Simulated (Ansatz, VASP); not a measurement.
# Cross-check of TePb between VASP and Ansatz

Wanted: the spread between two codes on one cell, functional and k mesh.

Method: plane waves, with VASP 6.6.1 beside it; relaxation of cell and atoms at PBE with D3(BJ) and relaxation of cell and atoms at r2SCAN with rVV10, in Ansatz 0.2.0.

### 1. Starting point

The structure is cubic, space group Fm-3m (No. 225). The conventional cell has a = 6.462 Å, b = 6.462 Å, c = 6.462 Å, α = 90.00°, β = 90.00°, γ = 90.00°. Te has 6 Pb at 3.23 Å nearest. Nearest to Pb lie 6 Te at 3.23 Å. Farther neighbours and most contacts between anions are not listed.

Coordinates:

```xyz
2
Lattice="0.0000 3.2310 3.2310 3.2310 0.0000 3.2310 3.2310 3.2310 0.0000" Properties=species:S:1:pos:R:3 pbc="T T T"
Te    3.2310    3.2310    3.2310
Pb    0.0000    0.0000    0.0000
```

### 2. VASP: relaxation of cell and atoms, PBE with D3(BJ)

The relaxed volume is the usual yardstick between codes: its relative difference is about their pressure difference at one cell divided by the bulk modulus.

Lines of VASP's logs that name or quote its potential files are left out, and so is its time.

INCAR

```
SYSTEM = TePb
PREC = Accurate
ENCUT = 520
EDIFF = 1E-06
NELM = 100
ISMEAR = -1
SIGMA = 0.05
LREAL = .FALSE.
ALGO = Normal
GGA = PE
IVDW = 12
NBANDS = 16
LORBIT = 11
LWAVE = .FALSE.
LCHARG = .FALSE.
KPAR = 2
IBRION = 2
NSW = 60
ISIF = 3
EDIFFG = -0.01
```

POSCAR

```
TePb
1.0
    0.0000000000      3.2310000000      3.2310000000
    3.2310000000      0.0000000000      3.2310000000
    3.2310000000      3.2310000000      0.0000000000
Te Pb
1 1
Direct
    0.5000000000      0.5000000000      0.5000000000
    0.0000000000      0.0000000000      0.0000000000
```

KPOINTS

```
Automatic mesh
0
Gamma
5 5 5
0 0 0
```

PAW data sets: Te and Pb_d (PBE family, release 64).

On the command line:

```console
> mpirun -np 2 vasp_std
```

Numbers of over 12 decimals in the logs are rounded to 6 here.

The log of the run:

```text
[banner, memory and clock lines left out]
running    2 mpi-ranks, on    1 nodes
 distrk:  each k-point on    1 cores,    2 groups
 distr:  one band on    1 cores,    1 groups

 POSCAR found type information on POSCAR TePb
 POSCAR found :  2 types and       2 ions
 LDA part: xc-table for (Slater+PW92), standard interpolation
 POSCAR, INCAR and KPOINTS ok, starting setup
 FFT: planning ... GRIDC
 FFT: planning ... GRID_SOFT
 FFT: planning ... GRID
 WAVECAR not read
 entering main loop
       N       E                     dE             d eps       ncg     rms          rms(c)
DAV:   1     0.148036662853E+03    0.14804E+03   -0.93733E+03   328   0.120E+03
DAV:   2     0.206340760530E+01   -0.14597E+03   -0.14158E+03   344   0.305E+02
DAV:   3    -0.737428550903E+01   -0.94377E+01   -0.94108E+01   424   0.826E+01
DAV:   4    -0.761647259180E+01   -0.24219E+00   -0.24216E+00   408   0.155E+01
DAV:   5    -0.762418849137E+01   -0.77159E-02   -0.77159E-02   464   0.229E+00    0.341E+00
DAV:   6    -0.750448947362E+01    0.11970E+00   -0.27988E-01   472   0.381E+00    0.212E+00
DAV:   7    -0.750099849021E+01    0.34910E-02   -0.82970E-02   400   0.147E+00    0.919E-01
DAV:   8    -0.750278117549E+01   -0.17827E-02   -0.96308E-03   392   0.102E+00    0.142E-01
DAV:   9    -0.750271773617E+01    0.63439E-04   -0.11871E-03   464   0.375E-01    0.561E-02
DAV:  10    -0.750274519239E+01   -0.27456E-04   -0.15332E-04   368   0.101E-01    0.198E-02
DAV:  11    -0.750275161909E+01   -0.64267E-05   -0.32585E-05   424   0.440E-02    0.151E-02
DAV:  12    -0.750275143892E+01    0.18017E-06   -0.16552E-06   320   0.949E-03
   1 F= -.83074182E+01 E0= -.83074174E+01  d E =-.830742E+01
 curvature:   0.00 expect dE= 0.000E+00 dE for cont linesearch  0.000E+00
 trial: gam= 0.00000 g(F)=  0.272E-60 g(S)=  0.109E-03 ort = 0.000E+00 (trialstep = 0.100E+01)
 search vector abs. value=  0.109E-03
 bond charge predicted
       N       E                     dE             d eps       ncg     rms          rms(c)
DAV:   1    -0.750656969426E+01   -0.38181E-02   -0.43929E-02   408   0.339E+00    0.202E-01
DAV:   2    -0.750537003873E+01    0.11997E-02   -0.23102E-03   400   0.800E-01    0.749E-02
DAV:   3    -0.750515332833E+01    0.21671E-03   -0.88211E-04   408   0.449E-01    0.154E-02
DAV:   4    -0.750515225268E+01    0.10756E-05   -0.15096E-05   344   0.376E-02    0.116E-02
DAV:   5    -0.750514967847E+01    0.25742E-05   -0.38657E-06   376   0.178E-02    0.306E-03
DAV:   6    -0.750514961274E+01    0.65732E-07   -0.27531E-07   176   0.832E-03
   2 F= -.83074732E+01 E0= -.83074724E+01  d E =-.549958E-04
 trial-energy change:   -0.000055  1 .order   -0.000047   -0.000109    0.000015
 step:   0.9100(harm=  0.8789)  dis= 0.00000  next Energy=    -8.307474 (dE=-0.557E-04)
 reached required accuracy - stopping structural energy minimisation
```

From OUTCAR (step 2):

```text
ion  position               nearest neighbor table
   1  0.500  0.500  0.500-   2 3.23   2 3.23   2 3.23   2 3.23   2 3.23   2 3.23
   2  0.000  0.000  0.000-   1 3.23   1 3.23   1 3.23   1 3.23   1 3.23   1 3.23

  LATTYP: Found a face centered cubic cell.
 ALAT       =     6.4620000000

 Subroutine GETGRP returns: Found 48 space group operations
 (whereof 48 operations were pure point group operations)

The static configuration has the point symmetry O_h .

 Found     10 irreducible k-points:

   k-points           NKPTS =     10   k-points in BZ     NKDIM =     10   number of bands    NBANDS=     16

   dimension x,y,z NGX =    36 NGY =   36 NGZ =   36
   dimension x,y,z NGXF=    72 NGYF=   72 NGZF=   72

   ENCUT  =  520.0 eV  38.22 Ry    6.18 a.u.   8.50  8.50  8.50*2*pi/ulx,y,z

   NELECT =      20.0000    total number of electrons

 k-points in reciprocal lattice and weights: Automatic mesh
   0.00000000  0.00000000  0.00000000       0.008
   0.20000000  0.00000000  0.00000000       0.064
   0.40000000  0.00000000  0.00000000       0.064
   0.20000000  0.20000000  0.00000000       0.048
   0.40000000  0.20000000  0.00000000       0.192
  -0.40000000  0.20000000  0.00000000       0.192
  -0.20000000  0.20000000  0.00000000       0.096
   0.40000000  0.40000000  0.00000000       0.048
  -0.40000000  0.40000000  0.00000000       0.096
  -0.40000000  0.40000000  0.20000000       0.192

 Edisp (eV)   -0.80467

 average (electrostatic) potential at core
       1 -88.2474       2 -91.6845

 E-fermi :   6.0512

 k-point     1 :       0.0000    0.0000    0.0000
  band No.  band energies     occupation
    ...
      6      -6.4083      2.00000
      7      -0.0152      2.00000
      8       4.2512      2.00000
      9       4.2512      2.00000
     10       4.2512      2.00000
     11       9.6622      0.00000
     12       9.6622      0.00000
     13       9.6622      0.00000
     14      11.3897      0.00000
     15      11.3897      0.00000
    ...

 k-point     2 :       0.2000    0.0000    0.0000
  band No.  band energies     occupation
    ...
      6      -6.0719      2.00000
      7      -0.9997      2.00000
      8       4.3547      2.00000
      9       4.3547      2.00000
     10       4.7585      2.00000
     11       8.1671      0.00000
     12       8.4502      0.00000
     13       8.4502      0.00000
     14      11.3271      0.00000
     15      12.1042      0.00000
    ...

 k-point     3 :       0.4000    0.0000    0.0000
  band No.  band energies     occupation
    ...
      6      -5.2301      2.00000
      7      -2.6209      2.00000
      8       4.6332      2.00000
      9       4.6332      2.00000
     10       5.4083      1.99999
     11       6.6364      0.00002
     12       7.0891      0.00000
     13       7.0891      0.00000
     14      12.9293      0.00000
     15      13.9744      0.00000
    ...

 Edisp (eV)   -0.80232

  Total      -0.00535    -0.00535    -0.00535    -0.00000     0.00000     0.00000
  in kB      -0.12682    -0.12682    -0.12682    -0.00000     0.00000     0.00000
  external pressure =       -0.13 kB  Pullay stress =        0.00 kB

  energy-cutoff  :      520.00
  volume of cell :       67.65
      direct lattice vectors                 reciprocal lattice vectors
    -0.000000000  3.234029393  3.234029393    -0.154605892  0.154605892  0.154605892
     3.234029393 -0.000000000  3.234029393     0.154605892 -0.154605892  0.154605892
     3.234029393  3.234029393  0.000000000     0.154605892  0.154605892 -0.154605892

 POSITION                                       TOTAL-FORCE (eV/Angst)
 -----------------------------------------------------------------------------------
      3.23403      3.23403      3.23403         0.000000     -0.000000     -0.000000
      3.23403      3.23403      0.00000        -0.000000      0.000000      0.000000
 -----------------------------------------------------------------------------------
    total drift:                                0.000000      0.000000      0.000000

  FREE ENERGIE OF THE ION-ELECTRON SYSTEM (eV)
  ---------------------------------------------------
  free  energy   TOTEN  =        -8.3074731502 eV

  energy  without entropy=       -8.3074717456  energy(sigma->0) =       -8.30747245

 reached required accuracy - stopping structural energy minimisation

 total charge
# of ion       s       p       d       tot
------------------------------------------
    1        1.375   2.001   0.018   3.394
    2        1.460   0.577   9.833  11.871
--------------------------------------------------
tot          2.836   2.578   9.851  15.265

[... 3 further parts left out ...]
```

The run keeps the 48 symmetry operations of its start, so it cannot find a distortion of lower symmetry.

### 3. Ansatz: relaxation of cell and atoms, PBE with D3(BJ)

Ansatz runs on its default PAW (the set named soft_2) files.

The same cell, functional, mesh and smearing now go to Ansatz, which takes its cutoff from its data sets.

input.yaml

```yaml
crystal:
  lattice:
    - [0.0, 3.231, 3.231]
    - [3.231, 0.0, 3.231]
    - [3.231, 3.231, 0.0]
  atoms:
    - { symbol: Te, position: [0.5, 0.5, 0.5] }
    - { symbol: Pb, position: [0.0, 0.0, 0.0] }
hamiltonian:
  xc: pbe
  pseudopotentials: { kind: paw }
  dispersion: d3bj
kpoints:
  mp_grid: { grid: [5, 5, 5] }
scf:
  occupations: { method: fermi_dirac, width: 0.05 }
relax:
  f_tol: 0.01
  max_steps: 60
  cell: { stress_tol: 0.05 }
output:
  forces: true
  stress: true
  write_density: true
  write_potential: true
  elf: true
  volumetric_format: npy
```

On the command line:

```console
> ansatz run input.yaml --threads 4 --pin off --max-ram 9216MiB --backend cpu --events-out ev --progress --plain --runs-dir out
```

The log of the run:

```text
Engine: ansatz 0.2.0, x86_64-unknown-linux-gnu
Pseudopotentials: kind: paw
Pseudopotential: Te, paw, valence charge 16, recommended cutoff 420 eV (normal), Te.paw.azcp
Pseudopotential: Pb, paw, valence charge 14, recommended cutoff 420 eV (normal), Pb.paw.azcp
Functional definition: PBE
  parameter kappa = 0.804
  parameter beta = 0.066725
  exchange = pbe_x(kappa = kappa, mu = beta*pi^2/3)
  correlation = pbe_c(beta = beta)
Crystal: 2 atoms, lattice volume = 67.459 Å³
Basis set: ecut = 420 eV, 1363 PW (Γ), exchange–correlation on 64×64×64 points (8 copies of the dense FFT grid, shifted against one another)
Bands: 19, of which v1, the nominal top of the filled ones, is band 15 counted from 1 (14 counted from 0)
Symmetry: 48 space group operations
Space group: Fm-3m (ITA 225), of the structure as read, at distance tolerance 4.1e-5 Å
k-points: 10 of 125
Non-local potential: Te, projectors of the file, l = 0: 2, l = 1: 2, l = 2: 2, l = 3: 2
Non-local potential: Pb, projectors of the file, l = 0: 2, l = 1: 2, l = 2: 2, l = 3: 2
PAW form: soft (Blöchl's): semilocal exchange-correlation on the pseudo side does not see the compensation charge
PAW one-centre angular grid: Te, 590 points (default); XC on 64 Gauss nodes
PAW one-centre angular grid: Pb, 590 points (default); XC on 64 Gauss nodes
Initial density: superposition of atomic densities (neutral atoms: chi_scale 0, normalization atom), corrected by the library's trained network
Initial wavefunctions: pseudopotential atomic-orbital guess
Functional: x = pbe(κ = 0.804, μ = 0.219515), c = pbe(β = 0.066725)
SCF iter   1: F=—  HF=-18887.972419 eV  |F-HF|=—  |Δ(HF+E_count)|=         —  Δρ=5.29e-4  dr2=1.95e-4  ethr=1.77e-3  ⟨swp⟩=6.4  Hψ=963  notcnv=0
preconditioner: auto → none  [insulator: Δε(μ)=1.203 eV  Ē_g=14.745 eV  σ=0.050 eV  W_gap=1.00  n_scr=14 (ndim 8)  ℏωp=20.2 eV  f_vac=0.014  D(μ)=0.00/eV (n_scr^D=0)  ε∞_Penn≈2.9]
SCF iter   2: F=—  HF=-18887.970727 eV  |F-HF|=—  |Δ(HF+E_count)|=   1.69e-3  Δρ=3.69e-4  dr2=8.20e-5  ethr=6.51e-7  ⟨swp⟩=3.0  Hψ=512  notcnv=0
SCF iter   3: F=—  HF=-18887.970727 eV  |F-HF|=—  |Δ(HF+E_count)|=   2.98e-7  Δρ=1.68e-4  dr2=1.34e-5  ethr=2.73e-7  ⟨swp⟩=2.0  Hψ=278  notcnv=0
SCF iter   4: F=—  HF=-18887.970751 eV  |F-HF|=—  |Δ(HF+E_count)|=   2.43e-5  Δρ=5.40e-5  dr2=2.07e-6  ethr=4.47e-8  ⟨swp⟩=2.0  Hψ=340  notcnv=0
SCF iter   5: F=—  HF=-18887.970750 eV  |F-HF|=—  |Δ(HF+E_count)|=   9.33e-7  Δρ=2.28e-5  dr2=4.92e-7  ethr=6.89e-9  ⟨swp⟩=2.0  Hψ=340  notcnv=0
SCF iter   6: F=-18887.970750 eV  HF=-18887.970750 eV  |F-HF|=6.89e-8  |Δ(HF+E_count)|=   4.40e-8  Δρ=8.78e-6  dr2=5.94e-8  ethr=3.33e-10  ⟨swp⟩=7.1  Hψ=1261  notcnv=0
SCF 1 converged in 6 iterations: F = -18887.970750 eV  dr2 = 5.94e-8
  greatest PAW one-centre occupation: 0.998 electrons in one spin orbital (limit 2), on the Te atom at site 0 (counted from 0), in its partial waves of l = 2
relax step   1: F+E_penalty+E_count = -18887.97075016 eV  Δ(F+E_penalty+E_count) = +0.000e0 eV  max|allowed force component| = 1.486e-29 eV/Å  Δτ_max = 0.0000 Å  P = +0.150 GPa  Ω = 67.459 Å³  (6 SCF iters, dr2 threshold 1.00e-7 eV, accepted)
[...]
relax step   2: F+E_penalty+E_count = -18887.97080803 eV  Δ(F+E_penalty+E_count) = -5.787e-5 eV  max|allowed force component| = 4.575e-29 eV/Å  Δτ_max = 0.0000 Å  P = -0.043 GPa  Ω = 67.761 Å³  energy of the carried Pulay correction = -4.213e-5 eV  (4 SCF iters, dr2 threshold 5.60e-8 eV, accepted)
[...]
relax step   3: F+E_penalty+E_count = -18887.97084352 eV  Δ(F+E_penalty+E_count) = -3.550e-5 eV  max|allowed force component| = 4.865e-29 eV/Å  Δτ_max = 0.0000 Å  P = -0.043 GPa  Ω = 67.761 Å³  stress off target by 4.29e-2 GPa  SCF on the basis re-selected at this cell (its energy is not comparable with the rows above)  (5 SCF iters)
basis re-selected at this cell: Δ(F+E_penalty+E_count) = -3.550e-5 eV, ΔP = +0.000 GPa vs the last step (what re-selecting the basis moved, of the pressure what is left beyond the Pulay correction that the steps carried, after the strain that the cell walked since its last selection, with what the two solves' SCF thresholds leave and, on support functions, any second-order correction that the steps lacked; it is no m [...]
SCF converged after 5 iterations
Free energy (F): -18887.970844 eV
Harris-Foulkes:  -18887.970844 eV  (|F-HF|=7.28e-12)
Internal energy: -18887.970842 eV  (E = F + TS)
E sigma→0 (E₀):  -18887.970843 eV
Entropy (-TS):   -0.000001 eV (-0.001 meV/atom)
Fermi energy:    9.095071 eV
--- Per-component energies (eV) ---
  E_band       = -318.240420
  E_kinetic    = 468.240777
  E_local      = -2392.065479  (includes V_loc(G=0)·N_el)
  E_nonlocal   = 39.803684
  E_hartree    = 1257.563947
  E_xc         = -345.512718
  E_vxc        = -237.042483  (∫ρ·V_xc dr)
  E_paw        = -15066.529102  (= ΣΔE_a)
  E_vpaw       = -712.304614  (= ΣTr[D̂ρ^β])
  E_aug_tail   = -0.000165  (compensation charges beyond the density's cutoff)
  E_ewald      = -2848.670590
  E_disp       = -0.801196  (pairwise vdW)
  E_smearing   = -0.000001  (= −TS)
  E_closure    = 0.000000  (closes the sum)
  Σ components = -18887.970844   (vs F -18887.970844, Δ=0.00e0)
--- Forces (eV/Å), atoms counted from 1 ---
  atom   1  Te     0.00000000     0.00000000    -0.00000000
  atom   2  Pb    -0.00000000     0.00000000    -0.00000000
  max |Σ_I F_I| component: 8.78e-29 eV/Å
--- Stress (GPa, compression-positive) ---
       -0.042916       0.000000      -0.000000
       -0.000000      -0.042916       0.000000
       -0.000000      -0.000000      -0.042916
  P = ⅓ Tr σ = -0.0429 GPa (-0.429 kbar)
--- Band table (eV; the first three rows and the last of 10) ---
  k-point 0: bands = [... 11 lower, 3.0287, 7.2958, 7.2958, 7.2958, 12.7019, 12.7019, 12.7019, 14.4576]
  k-point 1: bands = [... 11 lower, 2.0487, 7.3990, 7.3990, 7.8018, 11.2104, 11.4945, 11.4945, 14.3827]
  k-point 2: bands = [... 11 lower, 0.4359, 7.6764, 7.6764, 8.4524, 9.6803, 10.1354, 10.1354, 15.9777]
  k-point 9: bands = [... 11 lower, 0.6775, 5.2542, 5.2572, 7.9450, 10.5582, 13.3308, 13.4878, 14.8004]
--- Relaxed structure (2 steps of the walk, 2 accepted, 1 SCFs on fresh bases) ---
  F+E_penalty+E_count = -18887.97084352 eV   max|allowed force component| = 4.865e-29 eV/Å   (the final SCF, on the basis selected at the relaxed cell)
  cell:  # Å, volume = 67.7614 Å³
    - [0, 3.235819, 3.235819]
    - [3.235819, 0, 3.235819]
    - [3.235819, 3.235819, 0]
  atoms:
    - { symbol: Te, position: [0.500000, 0.500000, 0.500000] }
    - { symbol: Pb, position: [0, 0, 0] }
```

The job ended after 1.9 s (4 threads of Intel Xeon Platinum 8488C (Sapphire Rapids), shared host; peak memory 0.43 GiB).

### 4. Differences

Known differences besides the potentials themselves: both relaxations stop at a tolerance, which leaves soft axes loose, and VASP keeps its plane-wave basis; the data sets hold 30 valence electrons in Ansatz (default PAW (the set named soft_2) files) and 20 in VASP; the cutoff is 420 eV in Ansatz and 520 eV in VASP; VASP leaves aspherical gradient terms in its spheres out (LASPH is not set), Ansatz keeps them; Ansatz adds a Pulay correction to the stress that steers its cell, VASP none. Total energies have different zeros and are not compared.

Both answers:

| quantity | Ansatz | VASP | difference |
| --- | --- | --- | --- |
| volume (Å³) | 67.76 | 67.65 | +0.17 % |
| edge a after relaxation, in the typed setting (Å) | 4.576 | 4.574 | +0.05 % |

The walks stopped with -0.04 GPa left in Ansatz and -0.01 GPa in VASP; each walk ends within a tolerance, so the volume difference is uncertain by about these residues over the bulk modulus, most in soft cells.

(Continued in part 2 of 2.)

[Lines on the potential files, build, host, timing and source positions are cut from VASP's logs without a mark.]

[Logs are printed without paths, hosts, clocks, repeated set-up lines and the standing remarks that a program may print on its own settings, such as how far it seeks lower states.]

[Hosts, paths, dates, database ids (printed as entryN), source tags and the programs' standing remarks are cut or masked in the printed files.]
